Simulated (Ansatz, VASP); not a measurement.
**One calculation of SiC (Moissanite), two programs**

```
Si C
1.0
     3.05536    0.00000    0.00000
    -1.52768    2.64602    0.00000
     0.00000    0.00000    5.01412
Si C
2 2
Direct
  0.66667 0.33333 0.50000
  0.33333 0.66667 0.00000
  0.66667 0.33333 0.88500
  0.33333 0.66667 0.38500
```

Alike in both runs: task single point; functional r2SCAN; dispersion D3(BJ); k mesh 10 × 10 × 5; occupations fermi-dirac, width 0.05 eV; no spin polarisation.

|  | VASP | Ansatz |
| --- | --- | --- |
| version | VASP 6.6.1 | Ansatz 0.2.0 |
| potentials or method | VASP PAW PBE potentials, release 64 (Si, C) | Ansatz PAW |
| plane-wave cutoff (eV) | 520 | 500 |
| valence electrons in the cell | 16 | 16 |

Ansatz gave:

| Quantity | Value |
| --- | --- |
| gap on the k mesh at the Fermi level (eV) | 2.83 |
| least direct gap on the mesh (eV) | 4.63 |
| pressure (GPa) | 2.7 |
| largest component of the traceless stress (GPa) | 3.35 |
| rms of the force components (eV/Å) | 0.465 |
| dispersion energy (meV/atom) | -144.1 |

Question: What did VASP give for the same quantities?

Answer: gap on the k mesh at the Fermi level (eV): 2.83; least direct gap on the mesh (eV): 4.64; pressure (GPa): 2.5; largest component of the traceless stress (GPa): 3.30; rms of the force components (eV/Å): 0.464; dispersion energy (meV/atom): -144.0.

Atom by atom the forces differ by 0.001 eV/Å (rms over components).

Caveats: the PAW data sets were made with another functional, which shifts forces and pressure a little (VASP); an odd mesh through Γ misses points on the zone boundary, where band edges often lie (VASP); odd divisions of the mesh miss points on the zone boundary, where band edges often lie, so the gap on the mesh can be too wide (Ansatz); the PAW data sets come from PBE, with cores solved anew for the run's functional, which leaves a small shift of forces and pressure (Ansatz); the dispersion damping was fitted for another functional or another form of the correction (Ansatz). r2SCAN opens gaps a little over a GGA but as a rule still falls short of measured ones.
